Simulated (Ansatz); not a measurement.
Crystal: ZrC.

```
Zr C
1.0
     3.39148    0.00000    0.00000
    -1.69574    2.93710    0.00000
     0.00000    0.00000    5.29005
Zr C
2 2
Direct
  0.66667 0.33333 0.75000
  0.33333 0.66667 0.25000
  0.00000 0.00000 0.50000
  0.00000 0.00000 0.00000
```

The cell comes from a database or a generator and needn't be the stable form of this composition.

```yaml
Program: Ansatz 0.2.0
Task: single point
Functional: PBEsol
Potentials_or_basis: all-electron LAPW, scalar-relativistic
Cutoff: 254 eV (chosen from the basis error)
Basis_error_allowed: 0.001 eV/atom
k_mesh: 9 × 9 × 5
Occupations: fermi-dirac, width 0.05 eV
Spin: no spin polarisation
```

On this cell: pressure -7.8 GPa; largest force under 0.003 eV/Å; band gap on the k mesh none (metal or under the smearing width).

The same run follows on a disturbed copy (atoms moved at random, drawn with an rms of 0.05 Å):

```
CELL_PARAMETERS angstrom
3.39148 0.00000 0.00000
-1.69574 2.93710 0.00000
0.00000 0.00000 5.29005
ATOMIC_POSITIONS crystal
Zr 0.65650 0.33618 0.74578
Zr 0.35343 0.68148 0.25339
C 0.98932 0.99143 0.50103
C 0.00190 0.99084 0.99757
```

Q: What changes?

A: The energy (extrapolated to zero smearing) moves by +20.0 meV/atom; pressure -7.1 GPa; largest force 1.265 eV/Å; band gap on the k mesh none (metal or under the smearing width).

Forces in eV/Å, atoms in the order of the input:
```
Zr   0.501 -0.491  0.583
Zr  -0.615 -0.922 -0.609
C    0.241  0.741 -0.082
C   -0.126  0.672  0.107
```

Stress tensor (GPa, compression positive):
```
-7.92 -0.10  0.47
-0.10 -7.74  0.14
 0.47  0.14 -5.73
```
